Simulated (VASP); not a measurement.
Set up this calculation in VASP 6.6.1, as the native input.

```
Task                   : relaxation of cell and atoms
Functional             : PBE
Dispersion             : D3(BJ)
Potentials or basis    : VASP PAW PBE potentials, release 64 (Ca_sv, S)
Cutoff                 : 600 eV
k mesh                 : 8 × 8 × 8
Occupations            : gaussian, width 0.02 eV
Spin                   : no spin polarisation
Further INCAR settings : ALGO = Normal; EDIFF = 1e-06; IBRION = 2; EDIFFG = -0.005; NSW = 40; ISIF = 3
```

The structure of CaS lies in POSCAR:

```
CaS
1.0
    0.0000000000      2.8250000000      2.8250000000
    2.8250000000      0.0000000000      2.8250000000
    2.8250000000      2.8250000000      0.0000000000
Ca S
1 1
Direct
    0.0000000000      0.0000000000      0.0000000000
    0.5000000000      0.5000000000      0.5000000000
```

The cell was built by a generator and needn't be a form met in nature.

The input as run:

INCAR

```
PREC = Accurate
ENCUT = 600
EDIFF = 1E-6
ISMEAR = 0
SIGMA = 0.02
LREAL = False
LASPH = True
NELM = 120
ALGO = Normal
ISIF = 3
LWAVE = False
LCHARG = False
GGA = PE
IVDW = 12
IBRION = 2
NSW = 40
EDIFFG = -0.005
```

KPOINTS

```
regular mesh
0
Gamma
  8 8 8
```

Potentials or basis: VASP PAW PBE potentials, release 64 (Ca_sv, S).

Launch:

```sh
$ cat potpaw_PBE.64/Ca_sv/POTCAR potpaw_PBE.64/S/POTCAR > POTCAR
$ mpirun -np 1 vasp_std > vasp.out
```

It gave:

```yaml
Relaxed_volume: 22.43 Å³/atom
Relaxed_cell: a = 3.988 Å, b = 3.988 Å, c = 3.988 Å, α = 60.00°, β = 60.00°, γ = 60.00°
Space_group_after_relaxing_to_0.05_Å: Fm-3m (No. 225)
Energy_gained_by_relaxing: 0.1 meV/atom
Ionic_steps: 3
Pressure_after_relaxing: 0.0 GPa
Band_gap_on_the_k_mesh: 2.29 eV, indirect (least direct gap 3.12 eV)
Dispersion_energy_per_atom: -0.345 eV
```

It took 47 s on 1 thread of AMD EPYC 7R43 64-Core Processor (Zen 3), on a shared host, peak memory 0.16 GiB.
